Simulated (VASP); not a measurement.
# VASP 6.6.1 run: NaH

INCAR

```
NSW = 0
SIGMA = 0.01
IMIX = 1
IBRION = -1
PREC = Accurate
LREAL = .FALSE.
NELECT = 7.98
LASPH = .TRUE.
ISMEAR = 0
ALGO = Normal
NBANDS = 11
AMIX = 0.4
METAGGA = SCAN
LCHARG = .FALSE.
EDIFF = 1E-7
ISIF = 2
LWAVE = .FALSE.
NELM = 83
ENCUT = 520
```

KPOINTS

```
KPOINTS created by Atomic Simulation Environment
0
Gamma
10 10 10
0 0 0
```

POSCAR

```
Na H
 1.0000000000000000
     0.0000000000000000    2.3975116422297216    2.3975116422297216
     2.3975116422297216   -0.0000000000000000    2.3975116422297216
     2.3975116422297216    2.3975116422297216   -0.0000000000000000
 Na  H
   1   1
Cartesian
 -0.0000000000000000  0.0000000000000000  0.0000000000000000
  2.3975116422297216  2.3975116422297216  2.3975116422297216
```

The recommended PBE PAW datasets give the neutral cell 8 valence electrons.

Command

```
mpirun -np 1 vasp_std
```

**Question.** How does this run end, and what does it give?

**Answer.** It converged. Results: pressure -1.0 GPa.

OSZICAR

```
N       E                     dE             d eps       ncg     rms          rms(c)
DAV:   1     0.340647465938E+02    0.34065E+02   -0.41209E+03  1046   0.646E+02
DAV:   2    -0.775078021721E+01   -0.41816E+02   -0.41291E+02  1104   0.198E+02
DAV:   3    -0.898842257489E+01   -0.12376E+01   -0.12350E+01  1259   0.329E+01
DAV:   4    -0.899668571915E+01   -0.82631E-02   -0.82623E-02  1215   0.269E+00
DAV:   5    -0.899677425733E+01   -0.88538E-04   -0.88537E-04  1204   0.286E-01    0.296E+00
DAV:   6    -0.834384297381E+01    0.65293E+00   -0.26660E-01  1103   0.567E+00    0.164E+00
DAV:   7    -0.825457793086E+01    0.89265E-01   -0.86499E-02  1115   0.167E+00    0.815E-01
DAV:   8    -0.823628077522E+01    0.18297E-01   -0.23157E-02  1081   0.801E-01    0.430E-01
DAV:   9    -0.823332726881E+01    0.29535E-02   -0.60062E-03  1094   0.450E-01    0.244E-01
DAV:  10    -0.823327661387E+01    0.50655E-04   -0.17621E-03  1106   0.257E-01    0.151E-01
...
DAV:  20    -0.823433410880E+01   -0.50573E-05   -0.85141E-08  1112   0.287E-03    0.227E-03
DAV:  21    -0.823433714281E+01   -0.30340E-05   -0.36225E-08  1073   0.187E-03    0.147E-03
DAV:  22    -0.823433896197E+01   -0.18192E-05   -0.15091E-08   589   0.122E-03    0.955E-04
DAV:  23    -0.823434005223E+01   -0.10903E-05   -0.73353E-09   562   0.939E-04    0.618E-04
DAV:  24    -0.823434068848E+01   -0.63625E-06   -0.29126E-09   553   0.572E-04    0.400E-04
DAV:  25    -0.823434107668E+01   -0.38820E-06   -0.14953E-09   553   0.468E-04    0.258E-04
DAV:  26    -0.823434129940E+01   -0.22272E-06   -0.63811E-10   553   0.285E-04    0.168E-04
DAV:  27    -0.823434143655E+01   -0.13715E-06   -0.33123E-10   553   0.239E-04    0.108E-04
DAV:  28    -0.823434151317E+01   -0.76626E-07   -0.13817E-10   553   0.139E-04
   1 F= -.82343415E+01 E0= -.82343203E+01  d E =-.424011E-04
```

The cell is charged and sits in a uniform background.

For comparison, a separate r²SCAN run of the intended cell, on usual settings and not on those above, gives a gap of 4.43 eV on its mesh and a pressure of -0.3 GPa.
